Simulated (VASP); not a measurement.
The system is Ta2N3.

```xyz
40
Lattice="-4.9150 4.9150 4.9150 4.9150 -4.9150 4.9150 4.9150 4.9150 -4.9150" Properties=species:S:1:pos:R:3 pbc="T T T"
Ta    4.7381    4.9150   -2.4575
Ta    0.1769    4.9150    2.4575
Ta   -2.4575    4.7381    4.9150
Ta    2.4575    0.1769    4.9150
Ta    4.9150   -2.4575    4.7381
Ta    4.9150    2.4575    0.1769
Ta    0.1769    0.0000    7.3725
Ta    4.7381    0.0000    2.4575
Ta    7.3725    0.1769    0.0000
Ta    2.4575    4.7381    0.0000
Ta    0.0000    7.3725    0.1769
Ta    0.0000    2.4575    4.7381
Ta    2.4575    2.4575    2.4575
Ta   -2.4575    2.4575    2.4575
Ta    2.4575   -2.4575    2.4575
Ta    2.4575    2.4575   -2.4575
N     3.7846    1.4254    3.7354
N     6.0454    3.4896    3.7354
N    -1.1304    3.4896    6.0946
N     1.1304    1.4254    6.0946
N     3.7354    3.7845    1.4254
N     3.7354    6.0454    3.4896
N     6.0946   -1.1304    3.4897
N     6.0946    1.1304    1.4254
N     1.4253    3.7354    3.7846
N     3.4897    3.7354    6.0454
N     3.4896    6.0946   -1.1305
N     1.4254    6.0946    1.1304
N     1.1304    3.4896    1.1796
N    -1.1304    1.4254    1.1796
N     6.0454    1.4254   -1.1796
N     3.7846    3.4896   -1.1796
N     1.1796    1.1304    3.4896
N     1.1796   -1.1304    1.4254
N    -1.1796    6.0454    1.4254
N    -1.1796    3.7846    3.4896
N     3.4896    1.1796    1.1304
N     1.4254    1.1796   -1.1305
N     1.4254   -1.1796    6.0455
N     3.4896   -1.1796    3.7845
```

The cell was built by a generator and needn't be a form met in nature.

| Quantity | Value |
| --- | --- |
| Program | VASP 6.6.1 |
| Task | relaxation of cell and atoms |
| Functional | PBE |
| Potentials or basis | VASP PAW PBE potentials, release 64 (Ta_pv, N) |
| Cutoff | 600 eV |
| k mesh | 4 × 4 × 4 |
| Occupations | gaussian, width 0.03 eV |
| Spin | no spin polarisation |

At the start: pressure 1.7 GPa; volume 11.87 Å³/atom.

Where does the relaxation end?

Over 19 steps the energy falls by 124.6 meV/atom and the volume is 11.80 Å³/atom (-0.6 %); space group Ia-3 (No. 206, to 0.05 Å).

Step by step:
| step | energy change (eV) | largest force (eV/Å) | pressure (GPa) | volume (Å³) |
| --- | --- | --- | --- | --- |
| 1 | 0.0000 | 1.6493 | 1.67 | 474.93 |
| 2 | -3.5543 | 0.8571 | -4.53 | 483.48 |
| 3 | -4.1032 | 0.5029 | -7.02 | 487.68 |
| 4 | -3.5469 | 0.8179 | 15.14 | 450.87 |
| 5 | -4.5560 | 0.5551 | 1.03 | 472.57 |
| 6 | -4.7763 | 0.3535 | 0.74 | 471.85 |
| 7 | -4.7794 | 0.4141 | 0.73 | 471.76 |
| 8 | -4.8653 | 0.2509 | -1.57 | 475.14 |
| 9 | -4.8697 | 0.2071 | -2.17 | 476.06 |
| 10 | -4.9240 | 0.1697 | -0.96 | 473.78 |
| 11 | -4.9420 | 0.2233 | 0.49 | 471.22 |
| 12 | -4.9424 | 0.2158 | 0.32 | 471.52 |
| 13 | -4.9631 | 0.1415 | 0.37 | 471.45 |
| 14 | -4.9807 | 0.0366 | 0.50 | 471.30 |
| 15 | -4.9824 | 0.0270 | -0.37 | 472.80 |
| 16 | -4.9828 | 0.0298 | -0.11 | 472.36 |
| 17 | -4.9834 | 0.0124 | -0.06 | 472.30 |
| 18 | -4.9835 | 0.0114 | -0.03 | 472.27 |
| 19 | -4.9836 | 0.0055 | 0.03 | 472.18 |

Final structure:
```yaml
crystal:
  lattice:
    - [-4.90548, 4.90548, 4.90548]
    - [4.90548, -4.90548, 4.90548]
    - [4.90548, 4.90548, -4.90548]
  atoms:
    - { symbol: Ta, position: [0.25000, 0.21148, 0.96148] }
    - { symbol: Ta, position: [0.75000, 0.28852, 0.53852] }
    - { symbol: Ta, position: [0.96148, 0.25000, 0.21148] }
    - { symbol: Ta, position: [0.53852, 0.75000, 0.28852] }
    - { symbol: Ta, position: [0.21148, 0.96148, 0.25000] }
    - { symbol: Ta, position: [0.28852, 0.53852, 0.75000] }
    - { symbol: Ta, position: [0.75000, 0.78852, 0.03852] }
    - { symbol: Ta, position: [0.25000, 0.71148, 0.46148] }
    - { symbol: Ta, position: [0.03852, 0.75000, 0.78852] }
    - { symbol: Ta, position: [0.46148, 0.25000, 0.71148] }
    - { symbol: Ta, position: [0.78852, 0.03852, 0.75000] }
    - { symbol: Ta, position: [0.71148, 0.46148, 0.25000] }
    - { symbol: Ta, position: [0.50000, 0.50000, 0.50000] }
    - { symbol: Ta, position: [0.50000, 0.00000, 0.00000] }
    - { symbol: Ta, position: [0.00000, 0.50000, 0.00000] }
    - { symbol: Ta, position: [0.00000, 0.00000, 0.50000] }
    - { symbol: N, position: [0.53371, 0.77625, 0.55093] }
    - { symbol: N, position: [0.72531, 0.98278, 0.94907] }
    - { symbol: N, position: [0.96629, 0.51722, 0.24253] }
    - { symbol: N, position: [0.77469, 0.72375, 0.25747] }
    - { symbol: N, position: [0.55093, 0.53371, 0.77625] }
    - { symbol: N, position: [0.94907, 0.72531, 0.98278] }
    - { symbol: N, position: [0.24253, 0.96629, 0.51722] }
    - { symbol: N, position: [0.25747, 0.77469, 0.72375] }
    - { symbol: N, position: [0.77625, 0.55093, 0.53371] }
    - { symbol: N, position: [0.98278, 0.94907, 0.72531] }
    - { symbol: N, position: [0.51722, 0.24253, 0.96629] }
    - { symbol: N, position: [0.72375, 0.25747, 0.77469] }
    - { symbol: N, position: [0.46629, 0.22375, 0.44907] }
    - { symbol: N, position: [0.27469, 0.01722, 0.05093] }
    - { symbol: N, position: [0.03371, 0.48278, 0.75747] }
    - { symbol: N, position: [0.22531, 0.27625, 0.74253] }
    - { symbol: N, position: [0.44907, 0.46629, 0.22375] }
    - { symbol: N, position: [0.05093, 0.27469, 0.01722] }
    - { symbol: N, position: [0.75747, 0.03371, 0.48278] }
    - { symbol: N, position: [0.74253, 0.22531, 0.27625] }
    - { symbol: N, position: [0.22375, 0.44907, 0.46629] }
    - { symbol: N, position: [0.01722, 0.05093, 0.27469] }
    - { symbol: N, position: [0.48278, 0.75747, 0.03371] }
    - { symbol: N, position: [0.27625, 0.74253, 0.22531] }
```
